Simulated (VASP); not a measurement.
# MgO (Fm-3m) in VASP: further runs

The runs below take MgO through relaxation of cell and atoms, with r2SCAN+rVV10, PBE+D3(BJ).

Program: VASP 6.6.1. These are calculated values, not measurements. Logs are shortened: lines on timing, memory, paths and dates and some standing lists are left out, and cuts for length are marked.

## Step 1: The structure

The structure is cubic, space group Fm-3m (No. 225). Conventional cell: a = 4.217 Å, b = 4.217 Å, c = 4.217 Å, α = 90.00°, β = 90.00°, γ = 90.00°. Mg (site symmetry m-3m) has 6 O at 2.11 Å as nearest neighbours. O (site symmetry m-3m) is surrounded by 6 Mg at 2.11 Å.

## Step 2: Relaxation of cell and atoms, r2SCAN+rVV10

Input file INCAR:

```
SYSTEM = MgO
ALGO = Normal
BPARAM = 11.95
CPARAM = 0.0093
EDIFF = 1E-6
EDIFFG = -0.01
ENCUT = 600
IBRION = 2
ISIF = 3
ISMEAR = 0
IVDW_NL = 2
LASPH = .TRUE.
LCHARG = .FALSE.
LMIXTAU = .TRUE.
LREAL = .FALSE.
LUSE_VDW = .TRUE.
LWAVE = .FALSE.
METAGGA = R2SCAN
NELM = 80
NSW = 90
PREC = Accurate
SIGMA = 0.03
```

Input file KPOINTS:

```
k-points
0
G
  12 12 12
  0 0 0
```

Input file POSCAR:

```
MgO
1.0
    0.0000000000      2.1085000000      2.1085000000
    2.1085000000      0.0000000000      2.1085000000
    2.1085000000      2.1085000000      0.0000000000
Mg O
1 1
Direct
    0.0000000000      0.0000000000      0.0000000000
    0.5000000000      0.5000000000      0.5000000000
```

Potentials or basis: VASP PAW PBE potentials, release 64 (Mg, O).

On the command line:

```
> cat potpaw_PBE.64/Mg/POTCAR potpaw_PBE.64/O/POTCAR > POTCAR
> mpirun -np 1 vasp_std > vasp.out
```

OUTCAR:

```text
SYSTEM = MgO
   BPARAM = 11.95
   EDIFF = 1E-6
   EDIFFG = -0.01
   ENCUT = 600
   IBRION = 2
   ISIF = 3
   ISMEAR = 0
   IVDW_NL = 2
   LASPH = .TRUE.
   LREAL = .FALSE.
   METAGGA = R2SCAN
   NELM = 80
   NSW = 90
   PREC = Accurate

 ion  position               nearest neighbor table
   1  0.000  0.000  0.000-   2 2.11   2 2.11   2 2.11   2 2.11   2 2.11   2 2.11
   2  0.500  0.500  0.500-   1 2.11   1 2.11   1 2.11   1 2.11   1 2.11   1 2.11

  LATTYP: Found a face centered cubic cell.
 ALAT       =     4.2170000000

  Lattice vectors:

 A1 = (   0.0000000000,   2.1085000000,   2.1085000000)
 A2 = (   2.1085000000,   0.0000000000,   2.1085000000)
 A3 = (   2.1085000000,   2.1085000000,   0.0000000000)

Analysis of symmetry for initial positions (statically):
=====================================================================
 Subroutine PRICEL returns:
 Original cell was already a primitive cell.

 Routine SETGRP: Setting up the symmetry group for a
 face centered cubic supercell.

 Subroutine GETGRP returns: Found 48 space group operations
 (whereof 48 operations were pure point group operations)
 out of a pool of 48 trial point group operations.

The static configuration has the point symmetry O_h .

Analysis of symmetry for dynamics (positions and initial velocities):
=====================================================================
 Subroutine PRICEL returns:
 Original cell was already a primitive cell.

 Routine SETGRP: Setting up the symmetry group for a
 face centered cubic supercell.

 Subroutine GETGRP returns: Found 48 space group operations
 (whereof 48 operations were pure point group operations)
 out of a pool of 48 trial point group operations.

The dynamic configuration has the point symmetry O_h .

 Subroutine INISYM returns: Found 48 space group operations
 (whereof 48 operations are pure point group operations),
 and found     1 'primitive' translations

----------------------------------------------------------------------------------------

                                     Primitive cell

  volume of cell :      18.7478

  direct lattice vectors                    reciprocal lattice vectors
     0.000000000  2.108500000  2.108500000    -0.237135404  0.237135404  0.237135404
     2.108500000  0.000000000  2.108500000     0.237135404 -0.237135404  0.237135404
     2.108500000  2.108500000  0.000000000     0.237135404  0.237135404 -0.237135404

  length of vectors
     2.981869296  2.981869296  2.981869296     0.410730569  0.410730569  0.410730569

  position of ions in fractional coordinates (direct lattice)
     0.000000000  0.000000000  0.000000000
     0.500000000  0.500000000  0.500000000

  ion indices of the primitive-cell ions
   primitive index   ion index
                 1           1
                 2           2

----------------------------------------------------------------------------------------

 KPOINTS: k-points

Automatic generation of k-mesh.
 Grid dimensions read from file:
 generate k-points for:   12   12   12

 Generating k-lattice:

  Cartesian coordinates                     Fractional coordinates (reciprocal lattice)
    -0.019761284  0.019761284  0.019761284     0.083333333  0.000000000  0.000000000
     0.019761284 -0.019761284  0.019761284     0.000000000  0.083333333  0.000000000
     0.019761284  0.019761284 -0.019761284     0.000000000  0.000000000  0.083333333

  Length of vectors
     0.034227547  0.034227547  0.034227547

  Shift w.r.t. Gamma in fractional coordinates (k-lattice)
     0.000000000  0.000000000  0.000000000

 Subroutine IBZKPT returns following result:
 ===========================================

 Found     72 irreducible k-points:

 Following reciprocal coordinates:
            Coordinates               Weight
  0.000000  0.000000  0.000000      1.000000
  0.083333  0.000000  0.000000      8.000000
  0.166667  0.000000  0.000000      8.000000
  0.250000  0.000000  0.000000      8.000000
  0.333333  0.000000  0.000000      8.000000
  0.416667  0.000000  0.000000      8.000000
[... 16 lines left out ...]
  0.500000  0.166667  0.000000     24.000000
 -0.416667  0.166667  0.000000     24.000000
 [... further k-points ...]
   k-points           NKPTS =     72   k-points in BZ     NKDIM =     72   number of bands    NBANDS=      8
   number of dos      NEDOS =    301   number of ions     NIONS =      2
   total plane-waves  NPLWV =  13824
   dimension x,y,z NGX =    24 NGY =   24 NGZ =   24
   dimension x,y,z NGXF=    48 NGYF=   48 NGZF=   48
   ions per type =               1   1
   NGX,Y,Z   is equivalent  to a cutoff of  13.38, 13.38, 13.38 a.u.
   NGXF,Y,Z  is equivalent  to a cutoff of  26.76, 26.76, 26.76 a.u.
 SYSTEM =  MgO
   PREC   = accura    normal or accurate (medium, high low for compatibility)
   ISTART =      0    job   : 0-new  1-cont  2-samecut
   ICHARG =      2    charge: 1-file 2-atom 10-const
   ISPIN  =      1    spin polarized calculation?
   LNONCOLLINEAR =      F non collinear calculations
   LSORBIT =      F    spin-orbit coupling
   LASPH  =      T    aspherical Exc in radial PAW
   ENCUT  =  600.0 eV  44.10 Ry    6.64 a.u.   5.96  5.96  5.96*2*pi/ulx,y,z
   NELM   =     80;   NELMIN=  2; NELMDL= -5     # of ELM steps
   EDIFF  = 0.1E-05   stopping-criterion for ELM
   LREAL  =      F    real-space projection
   EDIFFG = -.1E-01   stopping-criterion for IOM
   NSW    =     90    number of steps for IOM
   IBRION =      2    ionic relax: 0-MD 1-quasi-New 2-CG
   NFREE  =      1    steps in history (QN), initial steepest desc. (CG)
   ISIF   =      3    stress and relaxation
   ISYM   =      2    0-nonsym 1-usesym 2-fastsym
   POTIM  = 0.5000    time-step for ionic-motion
   TEBEG  =    0.0;   TEEND  =   0.0 temperature during run
   PSTRESS=    0.0 pullay stress
   NELECT =       8.0000    total number of electrons
   NUPDOWN=      -1.0000    fix difference up-down
   EMIN   =  10.00;   EMAX   =-10.00  energy-range for DOS
   EFERMI =   0.00;   METHOD = LEGACY
   ISMEAR =     0;   SIGMA  =   0.03  broadening in eV -4-tet -1-fermi 0-gaus
   EFERMI_NEDOS =   21; number of points for ismear=-14 and -15
   IALGO  =     38    algorithm
   IMIX   =      4    mixing-type and parameters
     AMIX     =   0.40;   BMIX     =  1.00
     AMIX_MAG =   1.60;   BMIX_MAG =  1.00
  volume/ion in A,a.u.               =       9.37        63.26
  Fermi-wavevector in a.u.,A,eV,Ry     =   1.232503  2.329092 20.668107  1.519063
  Thomas-Fermi vector in A             =   2.367270
   LORBIT       =      0    0 simple, 1 ext, 2 COOP (PROOUT), +10 PAW based schemes
   METAGGA = R2SCAN    functional components
   LHFCALC =     F    Hartree Fock is set to
   AEXX    =    0.0000 exact exchange contribution
   IVDW_NL    =     2    kernel type
   BPARAM     =11.9500
   IVDW    =     0    specifies the selected vdW correction
   LEPSILON=     F    determine dielectric tensor
   LRPA    =     F    only Hartree local field effects (RPA)
 conjugate gradient relaxation of ions
 non-spin polarized calculation
 Gauss-broadening in eV      SIGMA  =   0.03
  energy-cutoff  :      600.00
  volume of cell :       18.75
 maximum number of plane-waves:       642
   NGX = 11   NGY = 11   NGZ = 11

--------------------------------------- Ionic step        1  -------------------------------------------

 number of electron       8.0000005 magnetization

 Free energy of the ion-electron system (eV)
  ---------------------------------------------------
  ext. energy  EPLUGINS =         0.00000000
  ---------------------------------------------------
  free energy    TOTEN  =       -15.88970465 eV

  energy without entropy =      -15.88970465  energy(sigma->0) =      -15.88970465

------------------------ aborting loop because EDIFF is reached ----------------------------------------

  FORCE on cell =-STRESS in cart. coord.  units (eV):
  Direction    XX          YY          ZZ          XY          YZ          ZX
  --------------------------------------------------------------------------------------
  -------------------------------------------------------------------------------------
  Total       -0.4461070     -0.4461070     -0.4461070      0.0000000      0.0000000     -0.0000000
  in kB      -38.1240305    -38.1240305    -38.1240305      0.0000000      0.0000000     -0.0000000
  external PRESSURE =     -38.1240305 kB  Pullay stress =       0.0000000 kB
[... 57 lines left out ...]
  energy  without entropy=      -15.8940378365  energy(sigma->0) =      -15.89403784

--------------------------------------- Ionic step        3  -------------------------------------------

 number of electron       8.0000003 magnetization

 Free energy of the ion-electron system (eV)
  ---------------------------------------------------
  ext. energy  EPLUGINS =         0.00000000
  ---------------------------------------------------
  free energy    TOTEN  =       -15.89491261 eV

  energy without entropy =      -15.89491261  energy(sigma->0) =      -15.89491261

 E-fermi :   3.0973     XC(G=0): -11.7359

 val. band max:        2.9083910777   @ k =   0.0000   0.0000   0.0000
 cond. band min:       8.6720010727   @ k =   0.0000   0.0000   0.0000
 fundamental gap:      5.7636099951
 Fermi energy:         3.0973334484

 k-point     1 :       0.0000    0.0000    0.0000
  band No.  band energies     occupation
      1     -15.3970      2.00000
      2       2.9084      2.00000
      3       2.9084      2.00000
      4       2.9084      2.00000
      5       8.6720      0.00000
      6      19.8196      0.00000
      7      19.8196      0.00000
      8      19.8196      0.00000
[... 243 lines left out ...]
 k-point    24 :      -0.4167    0.1667    0.0000
  band No.  band energies     occupation
      1     -14.0098      2.00000
      2      -1.3965      2.00000
      3       1.2784      2.00000
      4       2.0794      2.00000
      5      12.9914      0.00000
      6      16.5956      0.00000
      7      18.4369      0.00000
      8      21.2224      0.00000

 [... further k-points ...]

------------------------ aborting loop because EDIFF is reached ----------------------------------------

  FORCE on cell =-STRESS in cart. coord.  units (eV):
  Direction    XX          YY          ZZ          XY          YZ          ZX
  --------------------------------------------------------------------------------------
  -------------------------------------------------------------------------------------
  Total        0.0009522      0.0009522      0.0009522      0.0000000     -0.0000000     -0.0000000
  in kB        0.0832797      0.0832797      0.0832797      0.0000000     -0.0000000     -0.0000000
  external PRESSURE =       0.0832797 kB  Pullay stress =       0.0000000 kB
[... 17 lines left out ...]
  FREE ENERGIE OF THE ION-ELECTRON SYSTEM (eV)
  ---------------------------------------------------
  free  energy   TOTEN  =       -15.8949126092 eV

  energy  without entropy=      -15.8949126092  energy(sigma->0) =      -15.89491261

 reached required accuracy - stopping structural energy minimisation
```

Wall time 3.4 min (1 thread of Intel Xeon Platinum 8375C at 2.90GHz (Ice Lake), shared host); peak memory 0.23 GiB.

What came out:

* Free energy: -15.8949 eV
* Relaxed volume: 9.16 Å³/atom
* Relaxed cell: a = 2.959 Å, b = 2.959 Å, c = 2.959 Å, α = 60.00°, β = 60.00°, γ = 60.00°
* Space group after relaxing (to 0.05 Å): Fm-3m (No. 225)
* Energy gained by relaxing: 2.6 meV/atom
* Ionic steps: 3
* Pressure after relaxing: 0.0 GPa
* Band gap on the k mesh: 5.76 eV, direct

Step by step:
```tsv
step	energy change (eV)	largest force (eV/Å)	pressure (GPa)	volume (Å³)
1	0.0000	0.0000	-3.81	18.75
2	-0.0043	0.0000	1.65	18.15
3	-0.0052	0.0000	0.01	18.32
```

Final structure:
```xyz
2
Lattice="0.0000 2.0923 2.0923 2.0923 0.0000 2.0923 2.0923 2.0923 0.0000" Properties=species:S:1:pos:R:3 pbc="T T T"
Mg    0.0000    0.0000    0.0000
O     2.0923    2.0923    2.0923
```

Levels at points of the mesh, in eV from the valence-band top:
| k point | band 1 | band 2 | band 3 | band 4 | band 5 | band 6 | band 7 | band 8 |
| --- | --- | --- | --- | --- | --- | --- | --- | --- |
| (0.00, 0.00, 0.00) | -18.31 | 0.00 | 0.00 | 0.00 | 5.76 | 16.91 | 16.91 | 16.91 |
| (0.50, 0.00, 0.00) | -17.00 | -4.72 | -0.70 | -0.70 | 8.89 | 14.01 | 17.60 | 17.60 |
| (0.50, 0.50, 0.00) | -16.75 | -4.20 | -1.41 | -1.41 | 10.01 | 11.25 | 14.47 | 20.65 |

Caveat: the PAW data sets were made with another functional, which shifts forces and pressure a little. A k mesh can miss the band edges.

## Step 3: Relaxation of cell and atoms, r2SCAN+rVV10

This run uses another cell than the first one, of 9.16 Å³/atom, 0.977 times its volume.

INCAR, as its differences from that of step 2:

```diff
@@ -4,4 +4,4 @@
 CPARAM = 0.0093
-EDIFF = 1E-6
-EDIFFG = -0.01
+EDIFF = 1E-7
+EDIFFG = -0.005
 ENCUT = 600
```

KPOINTS is that of step 2.

Input file POSCAR:

```
MgO                                     
1.0
    0.0000000000      2.0923078922      2.0923078922
    2.0923078922      0.0000000000      2.0923078922
    2.0923078922      2.0923078922     -0.0000000000
  Mg              O             
     1     1
Direct
     0.0000000000000000    0.0000000000000000    0.0000000000000000
     0.5000000000000000    0.5000000000000000    0.5000000000000000
```

Potentials or basis: VASP PAW PBE potentials, release 64 (Mg, O).

On the command line:

```
> cat potpaw_PBE.64/Mg/POTCAR potpaw_PBE.64/O/POTCAR > POTCAR
> mpirun -np 1 vasp_std > vasp.out
```

It took 1.9 min on 1 thread of Intel Xeon Platinum 8375C at 2.90GHz (Ice Lake), shared host; peak memory 0.21 GiB.

The run converged. Its results:

```
Free energy             : -15.8938 eV
Pressure after relaxing : 0.0 GPa
Band gap on the k mesh  : 5.76 eV, direct
```

Final structure:
```
Mg O
1.0
     0.00000    2.09231    2.09231
     2.09231    0.00000    2.09231
     2.09231    2.09231    0.00000
Mg O
1 1
Direct
  0.00000 0.00000 0.00000
  0.50000 0.50000 0.50000
```

Levels at points of the mesh, in eV from the valence-band top:
| k point | band 1 | band 2 | band 3 | band 4 | band 5 | band 6 | band 7 | band 8 |
| --- | --- | --- | --- | --- | --- | --- | --- | --- |
| (0.00, 0.00, 0.00) | -18.31 | 0.00 | 0.00 | 0.00 | 5.76 | 16.91 | 16.91 | 16.91 |
| (0.50, 0.00, 0.00) | -17.00 | -4.72 | -0.70 | -0.70 | 8.88 | 14.01 | 17.60 | 17.60 |
| (0.50, 0.50, 0.00) | -16.75 | -4.20 | -1.41 | -1.41 | 10.01 | 11.25 | 14.47 | 20.65 |

Caveat: the relaxation stopped at its first step, so nothing moved; the PAW data sets were made with another functional, which shifts forces and pressure a little.

## Step 4: Relaxation of cell and atoms, PBE+D3(BJ)

Input file INCAR:

```
ALGO = Normal ; EDIFF = 1E-6
EDIFFG = -0.01 ; ENCUT = 600
GGA = PE ; IBRION = 2
ISIF = 3 ; ISMEAR = 0
IVDW = 12 ; LASPH = True
LCHARG = False ; LREAL = False
LWAVE = False ; NELM = 80
NSW = 90 ; PREC = Accurate
SIGMA = 0.03
```

Input file KPOINTS:

```
k-points
0
Gamma
  12 12 12
```

Input file POSCAR:

```
MgO
1.0
    0.0000000000      2.1085000000      2.1085000000
    2.1085000000      0.0000000000      2.1085000000
    2.1085000000      2.1085000000      0.0000000000
Mg O
1 1
Direct
    0.0000000000      0.0000000000      0.0000000000
    0.5000000000      0.5000000000      0.5000000000
```

On the command line:

```
> cat potpaw_PBE.64/Mg/POTCAR potpaw_PBE.64/O/POTCAR > POTCAR
> mpirun -np 1 vasp_std > vasp.out
```

Wall time 28 s (1 thread of Intel Xeon Platinum 8375C at 2.90GHz (Ice Lake), shared host); peak memory 0.16 GiB.

The run converged. Its results:

* Free energy: -12.4961 eV
* Relaxed volume: 9.26 Å³/atom
* Relaxed cell: a = 2.969 Å, b = 2.969 Å, c = 2.969 Å, α = 60.00°, β = 60.00°, γ = 60.00°
* Space group after relaxing (to 0.05 Å): Fm-3m (No. 225)
* Energy gained by relaxing: 0.8 meV/atom
* Ionic steps: 3
* Pressure after relaxing: 0.0 GPa
* Band gap on the k mesh: 4.82 eV, direct
* Dispersion energy per atom: -0.296 eV

Step by step:
| step | energy change (eV) | largest force (eV/Å) | pressure (GPa) | volume (Å³) |
| --- | --- | --- | --- | --- |
| 1 | 0.0000 | 0.0000 | -2.05 | 18.75 |
| 2 | -0.0013 | 0.0000 | 0.76 | 18.42 |
| 3 | -0.0015 | 0.0000 | 0.00 | 18.51 |

Final structure:
```xyz
2
Lattice="0.0000 2.0996 2.0996 2.0996 0.0000 2.0996 2.0996 2.0996 0.0000" Properties=species:S:1:pos:R:3 pbc="T T T"
Mg    0.0000    0.0000    0.0000
O     2.0996    2.0996    2.0996
```

Levels at points of the mesh, in eV from the valence-band top:
```
           k point  band 2  band 3  band 4  band 5  band 6  band 7
(0.00, 0.00, 0.00)    0.00    0.00    0.00    4.82   15.85   15.85
(0.50, 0.00, 0.00)   -4.66   -0.66   -0.66    7.96   12.71   16.41
(0.50, 0.50, 0.00)   -4.12   -1.36   -1.36    9.13   10.07   13.20
```

A k mesh can miss the band edges. PBE gaps usually lie below the measured ones, often by a third to a half.
